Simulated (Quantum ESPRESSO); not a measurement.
BaTiO3, 5 atoms in the cell. It takes space group R3m (No. 160, trigonal). The conventional cell has a = 5.655 Å, b = 5.655 Å, c = 6.955 Å, α = 90.00°, β = 90.00°, γ = 120.00°. Ba (site symmetry 3m) has 12 O at 2.79 to 2.89 Å as nearest neighbours. Ti (site symmetry 3m) has 6 O at 1.87 to 2.14 Å as nearest neighbours. O (site symmetry m) is surrounded by 2 Ti at 1.87 to 2.14 Å. 

```yaml
Program: Quantum ESPRESSO 7.5
Task: phonons
Functional: LDA
Potentials_or_basis: PseudoDojo 0.4.1 SR LDA standard
Cutoff: 1143 eV
Density_cutoff: 4572 eV
k_mesh: 2 × 2 × 2, shifted
Occupations: fermi-dirac, width 0.05 eV
Spin: no spin polarisation
Target_pressure: 8 GPa
Form_of_the_LDA_correlation: PW92
Mixing_beta: 0.5
Most_SCF_iterations: 120
SCF_threshold: 1e-09 Ry
```

Potentials or basis: PseudoDojo 0.4.1 SR LDA standard.

Run with:

```bash
$ OMP_NUM_THREADS=1 pw.x -in pw.in > pw.out
$ OMP_NUM_THREADS=1 pw.x -in relax.in > relax.out
$ OMP_NUM_THREADS=1 pw.x -in scf2.in > scf2.out
$ OMP_NUM_THREADS=1 ph.x -in ph.in > ph.out
$ OMP_NUM_THREADS=1 dynmat.x -in dynmat.in > dynmat.out
$ OMP_NUM_THREADS=1 dynmat.x -in dynmat_lo.in > dynmat_lo.out
```

Hardware: 1 thread of Intel(R) Xeon(R) 6975P-C (Granite Rapids), on a shared host.

Problem. How long does it take, and how much memory?

Solution. Wall time 3.7 min on 1 thread of Intel(R) Xeon(R) 6975P-C (Granite Rapids) (shared host), peak memory 0.1 GiB. Counts: scf iterations 125, k pools 1, bands 28, ion steps 12, k points 2, g dense 45067.
